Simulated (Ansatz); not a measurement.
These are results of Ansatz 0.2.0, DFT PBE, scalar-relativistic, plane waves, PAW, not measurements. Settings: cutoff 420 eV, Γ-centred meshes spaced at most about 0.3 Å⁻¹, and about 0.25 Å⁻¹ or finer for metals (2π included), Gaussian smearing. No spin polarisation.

Temperature and zero-point effects are left out.

Question: Order these relaxed structures of Hf3H4 by energy, lowest first, with the energy over the lowest of them.
1.

```cif
data_structure
_symmetry_space_group_name_H-M 'Immm'
_symmetry_Int_Tables_number 71
_cell_length_a 3.2760
_cell_length_b 4.7115
_cell_length_c 9.9959
_cell_angle_alpha 90.000
_cell_angle_beta 90.000
_cell_angle_gamma 90.000
_cell_volume 154.29
loop_
_atom_site_label
_atom_site_type_symbol
_atom_site_symmetry_multiplicity
_atom_site_Wyckoff_symbol
_atom_site_fract_x
_atom_site_fract_y
_atom_site_fract_z
_atom_site_occupancy
Hf1 Hf 4 j 0.00000 0.50000 0.84420 1
Hf2 Hf 2 b 0.50000 0.00000 0.00000 1
H1 H 8 l 0.50000 0.24556 0.83236 1
```

2.

```cif
data_structure
_symmetry_space_group_name_H-M 'P-3m1'
_symmetry_Int_Tables_number 164
_cell_length_a 3.3181
_cell_length_b 3.3181
_cell_length_c 8.1293
_cell_angle_alpha 90.000
_cell_angle_beta 90.000
_cell_angle_gamma 120.000
_cell_volume 77.51
loop_
_atom_site_label
_atom_site_type_symbol
_atom_site_symmetry_multiplicity
_atom_site_Wyckoff_symbol
_atom_site_fract_x
_atom_site_fract_y
_atom_site_fract_z
_atom_site_occupancy
Hf1 Hf 2 d 0.33333 0.66667 0.67185 1
Hf2 Hf 1 a 0.00000 0.00000 0.00000 1
H1 H 2 d 0.33333 0.66667 0.91955 1
H2 H 2 d 0.33333 0.66667 0.41946 1
```

Answer: 1 (0 meV/atom), 2 (19 meV/atom). Forms: cell 1 Immm; cell 2 P-3m1. Counting H atoms around Hf (those within 1.25 times the shortest such distance or 1.15 times the sum of covalent radii, 1.27 where that leaves under three; a slash parts the counts of unlike sites): cell 1 has Hf 4/6; cell 2 has Hf 5/6. Both come from invented guesses.

For metals, differences of a few meV/atom aren't resolved. These runs have no spin–orbit coupling, which can matter for Hf. With hydrogen, zero-point motion can shift such differences by 10 meV/atom or more. Cells relaxed within their symmetry can be saddle points. Some structure types and database cells were kept out of the candidates from the start, so a known form may be missing.
